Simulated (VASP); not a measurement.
# Ni (Fm-3m) in VASP: a series of runs

One crystal, Ni, is run at these levels: PBEsol+D3(BJ); tasks: relaxation of cell and atoms, electrostatic potential.

Program: VASP 6.6.1. These are calculated values, not measurements. Logs are shortened: lines on timing, memory, paths and dates and some standing lists are left out, and cuts for length are marked.

## (1) Starting point

Symmetry: Fm-3m, No. 225, cubic system. Conventional cell: a = 3.470 Å, b = 3.470 Å, c = 3.470 Å, α = 90.00°, β = 90.00°, γ = 90.00°. Around Ni (site symmetry m-3m) lie 12 Ni at 2.45 Å.

The cell was built by a generator and needn't be a form met in nature.

## (2) Relaxation of cell and atoms, PBEsol+D3(BJ), collinear spin, ferromagnetic start

INCAR

```
SYSTEM = Ni
PREC = Accurate ; ENCUT = 600
EDIFF = 1E-7 ; ISMEAR = 1
SIGMA = 0.1 ; LREAL = .False.
LASPH = .True. ; NELM = 120
ALGO = Normal ; ISIF = 3
LWAVE = .False. ; LCHARG = .False.
ISPIN = 2 ; MAGMOM = 0.7
LORBIT = 11 ; LMAXMIX = 4
GGA = PS ; IVDW = 12
IBRION = 2 ; NSW = 40
EDIFFG = -0.005
```

KPOINTS

```
regular mesh
0
Gamma
  20 20 20
  0 0 0
```

POSCAR

```
Ni
1.0
    0.0000000000      1.7350000000      1.7350000000
    1.7350000000      0.0000000000      1.7350000000
    1.7350000000      1.7350000000      0.0000000000
Ni
1
Direct
    0.0000000000      0.0000000000      0.0000000000
```

Potentials or basis: VASP PAW PBE potentials, release 64 (Ni).

Launch:

```console
$ cat potpaw_PBE.64/Ni/POTCAR > POTCAR
$ mpirun -np 1 vasp_std > vasp.out
```

OUTCAR:

```text
SYSTEM = Ni
   PREC = Accurate
   ENCUT = 600
   EDIFF = 1E-7
   ISMEAR = 1
   LREAL = .False.
   LASPH = .True.
   NELM = 120
   ISIF = 3
   ISPIN = 2
   LORBIT = 11
   GGA = PS
   IVDW = 12
   IBRION = 2
   NSW = 40
   EDIFFG = -0.005
 IVDW          = 12

 ion  position               nearest neighbor table
   1  0.000  0.000  0.000-

  LATTYP: Found a face centered cubic cell.
 ALAT       =     3.4700000000

  Lattice vectors:

 A1 = (   0.0000000000,   1.7350000000,   1.7350000000)
 A2 = (   1.7350000000,   0.0000000000,   1.7350000000)
 A3 = (   1.7350000000,   1.7350000000,   0.0000000000)

Analysis of symmetry for initial positions (statically):
=====================================================================
 Subroutine PRICEL returns:
 Original cell was already a primitive cell.

 Routine SETGRP: Setting up the symmetry group for a
 face centered cubic supercell.

 Subroutine GETGRP returns: Found 48 space group operations
 (whereof 48 operations were pure point group operations)
 out of a pool of 48 trial point group operations.

The static configuration has the point symmetry O_h .

Analysis of symmetry for dynamics (positions and initial velocities):
=====================================================================
 Subroutine PRICEL returns:
 Original cell was already a primitive cell.

 Routine SETGRP: Setting up the symmetry group for a
 face centered cubic supercell.

 Subroutine GETGRP returns: Found 48 space group operations
 (whereof 48 operations were pure point group operations)
 out of a pool of 48 trial point group operations.

The dynamic configuration has the point symmetry O_h .

Analysis of structural, dynamic, and magnetic symmetry:
=====================================================================
 Subroutine PRICEL returns:
 Original cell was already a primitive cell.

 Routine SETGRP: Setting up the symmetry group for a
 face centered cubic supercell.

 Subroutine GETGRP returns: Found 48 space group operations
 (whereof 48 operations were pure point group operations)
 out of a pool of 48 trial point group operations.

The overall configuration has the point symmetry O_h .

 Subroutine INISYM returns: Found 48 space group operations
 (whereof 48 operations are pure point group operations),
 and found     1 'primitive' translations

----------------------------------------------------------------------------------------

                                     Primitive cell

  volume of cell :      10.4455

  direct lattice vectors                    reciprocal lattice vectors
     0.000000000  1.735000000  1.735000000    -0.288184438  0.288184438  0.288184438
     1.735000000  0.000000000  1.735000000     0.288184438 -0.288184438  0.288184438
     1.735000000  1.735000000  0.000000000     0.288184438  0.288184438 -0.288184438

  length of vectors
     2.453660531  2.453660531  2.453660531     0.499150089  0.499150089  0.499150089

  position of ions in fractional coordinates (direct lattice)
     0.000000000  0.000000000  0.000000000

  ion indices of the primitive-cell ions
   primitive index   ion index
                 1           1

----------------------------------------------------------------------------------------

 KPOINTS: regular mesh

Automatic generation of k-mesh.
 Grid dimensions read from file:
 generate k-points for:   20   20   20

 Generating k-lattice:

  Cartesian coordinates                     Fractional coordinates (reciprocal lattice)
    -0.014409222  0.014409222  0.014409222     0.050000000  0.000000000  0.000000000
     0.014409222 -0.014409222  0.014409222     0.000000000  0.050000000  0.000000000
     0.014409222  0.014409222 -0.014409222     0.000000000  0.000000000  0.050000000

  Length of vectors
     0.024957504  0.024957504  0.024957504

  Shift w.r.t. Gamma in fractional coordinates (k-lattice)
     0.000000000  0.000000000  0.000000000

 Subroutine IBZKPT returns following result:
 ===========================================

 Found    256 irreducible k-points:

 Following reciprocal coordinates:
            Coordinates               Weight
  0.000000  0.000000  0.000000      1.000000
  0.050000  0.000000  0.000000      8.000000
  0.100000  0.000000  0.000000      8.000000
  0.150000  0.000000  0.000000      8.000000
  0.200000  0.000000  0.000000      8.000000
  0.250000  0.000000  0.000000      8.000000
[... 16 lines left out ...]
 -0.400000  0.050000  0.000000     24.000000
 -0.350000  0.050000  0.000000     24.000000
 [... further k-points ...]
   k-points           NKPTS =    256   k-points in BZ     NKDIM =    256   number of bands    NBANDS=      9
   number of dos      NEDOS =    301   number of ions     NIONS =      1
   total plane-waves  NPLWV =   8000
   dimension x,y,z NGX =    20 NGY =   20 NGZ =   20
   dimension x,y,z NGXF=    40 NGYF=   40 NGZF=   40
   ions per type =               1
   NGX,Y,Z   is equivalent  to a cutoff of  13.55, 13.55, 13.55 a.u.
   NGXF,Y,Z  is equivalent  to a cutoff of  27.10, 27.10, 27.10 a.u.
 SYSTEM =  Ni
   PREC   = accura    normal or accurate (medium, high low for compatibility)
   ISTART =      0    job   : 0-new  1-cont  2-samecut
   ICHARG =      2    charge: 1-file 2-atom 10-const
   ISPIN  =      2    spin polarized calculation?
   LNONCOLLINEAR =      F non collinear calculations
   LSORBIT =      F    spin-orbit coupling
   LASPH  =      T    aspherical Exc in radial PAW
   ENCUT  =  600.0 eV  44.10 Ry    6.64 a.u.   4.90  4.90  4.90*2*pi/ulx,y,z
   NELM   =    120;   NELMIN=  2; NELMDL= -5     # of ELM steps
   EDIFF  = 0.1E-06   stopping-criterion for ELM
   LREAL  =      F    real-space projection
   EDIFFG = -.5E-02   stopping-criterion for IOM
   NSW    =     40    number of steps for IOM
   IBRION =      2    ionic relax: 0-MD 1-quasi-New 2-CG
   NFREE  =      1    steps in history (QN), initial steepest desc. (CG)
   ISIF   =      3    stress and relaxation
   ISYM   =      2    0-nonsym 1-usesym 2-fastsym
   POTIM  = 0.5000    time-step for ionic-motion
   TEBEG  =    0.0;   TEEND  =   0.0 temperature during run
   PSTRESS=    0.0 pullay stress
   NELECT =      10.0000    total number of electrons
   NUPDOWN=      -1.0000    fix difference up-down
   EMIN   =  10.00;   EMAX   =-10.00  energy-range for DOS
   EFERMI =   0.00;   METHOD = LEGACY
   ISMEAR =     1;   SIGMA  =   0.10  broadening in eV -4-tet -1-fermi 0-gaus
   EFERMI_NEDOS =   21; number of points for ismear=-14 and -15
   IALGO  =     38    algorithm
   IMIX   =      4    mixing-type and parameters
     AMIX     =   0.40;   BMIX     =  1.00
     AMIX_MAG =   1.60;   BMIX_MAG =  1.00
  volume/ion in A,a.u.               =      10.45        70.49
  Fermi-wavevector in a.u.,A,eV,Ry     =   1.613487  3.049047 35.420576  2.603339
  Thomas-Fermi vector in A             =   2.708548
   LORBIT       =     11    0 simple, 1 ext, 2 COOP (PROOUT), +10 PAW based schemes
   GGA     = PS    functional components
   LHFCALC =     F    Hartree Fock is set to
   AEXX    =    0.0000 exact exchange contribution
   IVDW    =    12    specifies the selected vdW correction
   LEPSILON=     F    determine dielectric tensor
   LRPA    =     F    only Hartree local field effects (RPA)
 conjugate gradient relaxation of ions
 spin polarized calculation
 Methfessel and Paxton  Order N= 1 SIGMA  =   0.10
  energy-cutoff  :      600.00
  volume of cell :       10.45
 maximum number of plane-waves:       360
   NGX =  9   NGY =  9   NGZ =  9

--------------------------------------- Ionic step        1  -------------------------------------------

 number of electron      10.0000000 magnetization       0.7000000

 number of electron       9.9999997 magnetization       0.6249299

 Free energy of the ion-electron system (eV)
  ---------------------------------------------------
  ext. energy  EPLUGINS =         0.00000000
  ---------------------------------------------------
  free energy    TOTEN  =        -6.13516576 eV

  energy without entropy =       -6.13498909  energy(sigma->0) =       -6.13510687

 E-fermi :   9.7822     XC(G=0): -13.6791

 val. band max:        9.7800468546   @ k =   0.3500   0.2500   0.0500
 cond. band min:       9.7835795997   @ k =  -0.2500   0.1000   0.0000
 fundamental gap:      0.0035327451
 Fermi energy:         9.7821763416

 spin component 1

 k-point     1 :       0.0000    0.0000    0.0000
  band No.  band energies     occupation
      1       0.4281      1.00000
      2       7.2378      1.00000
      3       7.2378      1.00000
      4       7.2378      1.00000
      5       8.4804      1.00000
      6       8.4804      1.00000
      7      33.8186      0.00000
      8      37.9781      0.00000
      9      37.9781      0.00000

 k-point     2 :       0.0500    0.0000    0.0000
  band No.  band energies     occupation
      1       0.5291      1.00000
      2       7.2103      1.00000
      3       7.2613      1.00000
      4       7.2613      1.00000
      5       8.4701      1.00000
      6       8.4701      1.00000
      7      33.5469      0.00000
      8      36.5807      0.00000
      9      37.7397      0.00000

 k-point     3 :       0.1000    0.0000    0.0000
  band No.  band energies     occupation
      1       0.8286      1.00000
      2       7.1344      1.00000
      3       7.3249      1.00000
      4       7.3249      1.00000
      5       8.4459      1.00000
      6       8.4459      1.00000
      7      32.1708      0.00000
      8      35.2366      0.00000
      9      37.2368      0.00000
[... 600 lines left out ...]
 VOLUME and BASIS-vectors are now :
 -----------------------------------------------------------------------------
  energy-cutoff  :      600.00
  volume of cell :        9.65
      direct lattice vectors                 reciprocal lattice vectors
     0.000000000  1.689961777  1.689961777    -0.295864680  0.295864680  0.295864680
     1.689961777 -0.000000000  1.689961777     0.295864680 -0.295864680  0.295864680
     1.689961777  1.689961777  0.000000000     0.295864680  0.295864680 -0.295864680

 POSITION                                       TOTAL-FORCE (eV/Angst)
 -----------------------------------------------------------------------------------
      0.00000      1.68996      1.68996         0.000000      0.000000      0.000000
 -----------------------------------------------------------------------------------
    total drift:                               -0.000000     -0.000000     -0.000000

  FREE ENERGIE OF THE ION-ELECTRON SYSTEM (eV)
  ---------------------------------------------------
  free  energy   TOTEN  =        -6.5652069123 eV

  energy  without entropy=       -6.5654248972  energy(sigma->0) =       -6.56527957

--------------------------------------- Ionic step        3  -------------------------------------------

 number of electron       9.9999992 magnetization       0.6187811

 Free energy of the ion-electron system (eV)
  ---------------------------------------------------
  ext. energy  EPLUGINS =         0.00000000
  ---------------------------------------------------
  free energy    TOTEN  =        -6.12908471 eV

  energy without entropy =       -6.12904406  energy(sigma->0) =       -6.12907116

 E-fermi :  10.3256     XC(G=0): -13.8984

 val. band max:       10.3225766709   @ k =   0.3500   0.2500   0.0500
 cond. band min:      10.3260019991   @ k =  -0.2500   0.1000   0.0000
 fundamental gap:      0.0034253281
 Fermi energy:        10.3256162229

 spin component 1

 k-point     1 :       0.0000    0.0000    0.0000
  band No.  band energies     occupation
      1       0.7085      1.00000
      2       7.6850      1.00000
      3       7.6850      1.00000
      4       7.6850      1.00000
      5       8.9914      1.00000
      6       8.9914      1.00000
      7      34.6655      0.00000
      8      39.1133      0.00000
      9      39.1133      0.00000

 k-point     2 :       0.0500    0.0000    0.0000
  band No.  band energies     occupation
      1       0.8123      1.00000
      2       7.6558      1.00000
      3       7.7098      1.00000
      4       7.7098      1.00000
      5       8.9803      1.00000
      6       8.9803      1.00000
      7      34.4156      0.00000
      8      37.6914      0.00000
      9      38.8866      0.00000

 k-point     3 :       0.1000    0.0000    0.0000
  band No.  band energies     occupation
      1       1.1199      1.00000
      2       7.5749      1.00000
      3       7.7769      1.00000
      4       7.7769      1.00000
      5       8.9545      1.00000
      6       8.9545      1.00000
      7      33.1294      0.00000
      8      36.2293      0.00000
      9      38.4006      0.00000
[... 561 lines left out ...]
 VOLUME and BASIS-vectors are now :
 -----------------------------------------------------------------------------
  energy-cutoff  :      600.00
  volume of cell :       10.07
      direct lattice vectors                 reciprocal lattice vectors
     0.000000000  1.714215152  1.714215152    -0.291678673  0.291678673  0.291678673
     1.714215152 -0.000000000  1.714215152     0.291678673 -0.291678673  0.291678673
     1.714215152  1.714215152  0.000000000     0.291678673  0.291678673 -0.291678673

 POSITION                                       TOTAL-FORCE (eV/Angst)
 -----------------------------------------------------------------------------------
      0.00000      0.00000      0.00000         0.000000      0.000000      0.000000
 -----------------------------------------------------------------------------------
    total drift:                                0.000000      0.000000      0.000000

  FREE ENERGIE OF THE ION-ELECTRON SYSTEM (eV)
  ---------------------------------------------------
  free  energy   TOTEN  =        -6.5798767166 eV

  energy  without entropy=       -6.5798360693  energy(sigma->0) =       -6.57986317

 reached required accuracy - stopping structural energy minimisation

 total charge

# of ion       s       p       d       tot
------------------------------------------
    1        0.535   0.576   8.351   9.462

 magnetization (x)

# of ion       s       p       d       tot
------------------------------------------
    1       -0.006  -0.025   0.653   0.622
```

Wall time 54 s (1 thread of Intel Xeon 6975P-C (Granite Rapids), shared host); peak memory 0.19 GiB.

Results:

```
Free energy                                           : -6.5799 eV
Relaxed volume                                        : 10.07 Å³/atom
Relaxed cell                                          : a = 2.424 Å, b = 2.424 Å, c = 2.424 Å, α = 60.00°, β = 60.00°, γ = 60.00°
Space group after relaxing (to 0.05 Å)                : Fm-3m (No. 225)
Energy gained by relaxing                             : 10.0 meV/atom
Ionic steps                                           : 3
Pressure after relaxing                               : 0.0 GPa
Band gap on the k mesh                                : none (metal or under the smearing width)
Net moment                                            : 0.62 μB per cell
Site moments                                          : Ni +0.62 μB
Valence electrons inside the program's atomic spheres : Ni 9.46
Dispersion energy per atom                            : -0.451 eV
```

The path:
```
step  energy change (eV)  largest force (eV/Å)  pressure (GPa)  volume (Å³)
   1              0.0000                0.0000           -8.25        10.45
   2              0.0047                0.0000           11.74         9.65
   3             -0.0100                0.0000           -0.02        10.07
```

Final structure:
```
Ni
1.0
     0.00000    1.71422    1.71422
     1.71422    0.00000    1.71422
     1.71422    1.71422    0.00000
Ni
1
Direct
  0.00000 0.00000 0.00000
```

Caveat: the PAW data sets were made with another functional, which shifts forces and pressure a little; pairwise dispersion overbinds metals, which lowers pressure and volume.

## (3) Electrostatic potential, PBEsol+D3(BJ), collinear spin, ferromagnetic start

This run uses another cell than the first one, of 10.07 Å³/atom, 0.964 times its volume.

INCAR

```
SYSTEM = Ni
  PREC = Accurate
  ENCUT = 520
  EDIFF = 1E-7
  ISMEAR = 1
  SIGMA = 0.1
  LREAL = .False.
  LASPH = .True.
  NELM = 150
  ALGO = Normal
  ISIF = 2
  LWAVE = .False.
  LCHARG = .True.
  ISPIN = 2
  MAGMOM = 0.7
  LORBIT = 11
  LMAXMIX = 4
  GGA = PS
  IVDW = 12
  LVHAR = .True.
```

KPOINTS is that of step 2.

POSCAR

```
Ni                                      
1.0
    0.0000000000      1.7142151520      1.7142151520
    1.7142151520     -0.0000000000      1.7142151520
    1.7142151520      1.7142151520      0.0000000000
  Ni            
     1
Direct
     0.0000000000000000    0.0000000000000000    0.0000000000000000
```

Potentials or basis: VASP PAW PBE potentials, release 64 (Ni).

Launch:

```console
$ cat potpaw_PBE.64/Ni/POTCAR > POTCAR
$ mpirun -np 1 vasp_std > vasp.out
```

Wall time 20 s (1 thread of Intel Xeon 6975P-C (Granite Rapids), shared host); peak memory 0.16 GiB.

It converged, with:

- Free energy: -6.5798 eV
- Pressure: 0.1 GPa
- Band gap on the k mesh: none (metal or under the smearing width)
- Net moment: 0.62 μB per cell
- Site moments: Ni +0.62 μB
- Valence electrons inside the program's atomic spheres: Ni 9.46
- Dispersion energy per atom: -0.451 eV

Levels at points of the mesh, in eV from the Fermi level:
Spin up:
```tsv
k point	band 1	band 2	band 3	band 4	band 5	band 6	band 7	band 8	band 9
(0.00, 0.00, 0.00)	-9.62	-2.64	-2.64	-2.64	-1.33	-1.33	24.34	28.79	28.79
(0.50, 0.00, 0.00)	-5.30	-2.64	-2.64	-0.58	-0.58	-0.49	6.20	22.80	25.97
(0.50, 0.50, 0.00)	-5.16	-4.63	-0.53	-0.42	-0.42	2.43	9.89	15.49	15.49
```
Spin down:
```csv
k point,band 3,band 4,band 5,band 6,band 7,band 8
"(0.00, 0.00, 0.00)",-1.93,-1.93,-0.73,-0.73,24.24,28.78
"(0.50, 0.00, 0.00)",-2.03,-0.52,0.16,0.16,6.63,22.70
"(0.50, 0.50, 0.00)",0.10,0.40,0.40,2.43,10.16,15.52
```

Caveat: the PAW data sets were made with another functional, which shifts forces and pressure a little; pairwise dispersion overbinds metals, which lowers pressure and volume.
